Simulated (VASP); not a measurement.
**KZnF3: single point with PBE**

The system is KZnF3.

```
K Zn F
1.0
     4.12697    0.00000    0.00000
     0.00000    4.12697    0.00000
     0.00000    0.00000    4.12697
K Zn F
1 1 3
Direct
  0.00000 0.00000 0.00000
  0.50000 0.50000 0.50000
  0.00000 0.50000 0.50000
  0.50000 0.00000 0.50000
  0.50000 0.50000 0.00000
```

The cell is a database's computed one.

| Quantity | Value |
| --- | --- |
| Program | VASP 6.6.1 |
| Task | single point |
| Functional | PBE |
| Potentials or basis | VASP PAW PBE potentials, release 64 (K_sv, Zn, F) |
| Cutoff | 520 eV |
| k mesh | 6 × 6 × 6 |
| Occupations | gaussian, width 0.02 eV |
| Spin | no spin polarisation |
| Dipole correction | no |
| Further INCAR settings | ALGO = Normal; EDIFF = 1e-06; NBANDS = 29 |

```yaml
Pressure: 0.3 GPa
Band_gap_on_the_k_mesh: 3.65 eV, indirect (least direct gap 5.19 eV)
```

Levels at points of the mesh, in eV from the valence-band top:
| k point | band 17 | band 18 | band 19 | band 20 | band 21 | band 22 | band 23 | band 24 | band 25 | band 26 |
| --- | --- | --- | --- | --- | --- | --- | --- | --- | --- | --- |
| (0.00, 0.00, 0.00) | -1.71 | -1.71 | -1.54 | -1.54 | -1.54 | 3.65 | 8.92 | 8.92 | 9.27 | 11.17 |
| (0.50, 0.00, 0.00) | -1.68 | -1.68 | -1.55 | -1.47 | -1.47 | 6.28 | 8.25 | 9.81 | 11.11 | 11.11 |
| (0.50, 0.50, 0.00) | -1.89 | -1.55 | -1.55 | -1.20 | 0.00 | 7.79 | 9.97 | 9.97 | 10.15 | 11.49 |
| (0.50, 0.50, 0.50) | -1.18 | -1.18 | -1.18 | 0.00 | 0.00 | 8.50 | 8.50 | 8.50 | 9.77 | 12.10 |

Run time: 24 s on 1 thread of Intel(R) Xeon(R) 6975P-C (Granite Rapids), on a shared host, peak memory 0.18 GiB.

A k mesh can miss the band edges.
